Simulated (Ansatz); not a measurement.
Crystal: PbF2 (Fluorocronite).

```xyz
3
Lattice="0.0000 2.9637 2.9637 2.9637 0.0000 2.9637 2.9637 2.9637 0.0000" Properties=species:S:1:pos:R:3 pbc="T T T"
Pb    0.0000    0.0000    0.0000
F     4.4455    4.4455    4.4455
F     1.4818    1.4818    1.4818
```

* Program: Ansatz 0.2.0
* Task: relaxation of cell and atoms
* Functional: RPBE
* Potentials or basis: Ansatz PAW
* Cutoff: 420 eV (not typed: the program's choice for these potentials)
* k mesh: 8 × 8 × 8
* Occupations: fermi-dirac, width 0.05 eV
* Spin: no spin polarisation

At the start: volume 17.35 Å³/atom.

**Question.** How do energy, volume and symmetry change on relaxing?

**Answer.** It ends after 8 steps and the volume is 18.90 Å³/atom (+8.9 %); space group Fm-3m (No. 225, to 0.05 Å).

Step by step:
```tsv
step	energy change (eV)	largest force (eV/Å)	volume (Å³)
1	0.0000	0.0000	52.06
2	-0.0098	0.0000	59.62
3	-0.0607	0.0000	56.38
4	-0.0616	0.0000	56.11
5	-0.0785	0.0000	56.11
6	-0.0784	0.0000	56.61
7	-0.0782	0.0000	56.69
8	-0.0796	0.0000	56.69
```

Final structure:
```xyz
3
Lattice="0.0000 3.0490 3.0490 3.0490 0.0000 3.0490 3.0490 3.0490 0.0000" Properties=species:S:1:pos:R:3 pbc="T T T"
Pb    0.0000    0.0000    0.0000
F     4.5735    4.5735    4.5735
F     1.5245    1.5245    1.5245
```

Caveat: the plane-wave basis is chosen anew once the cell has moved, so the energies of steps on either side of that aren't comparable; the pressure holds a Pulay correction of +0.4 GPa for the finite cutoff; the PAW data sets come from PBE, with cores solved anew for the run's functional, which leaves a small shift of forces and pressure.
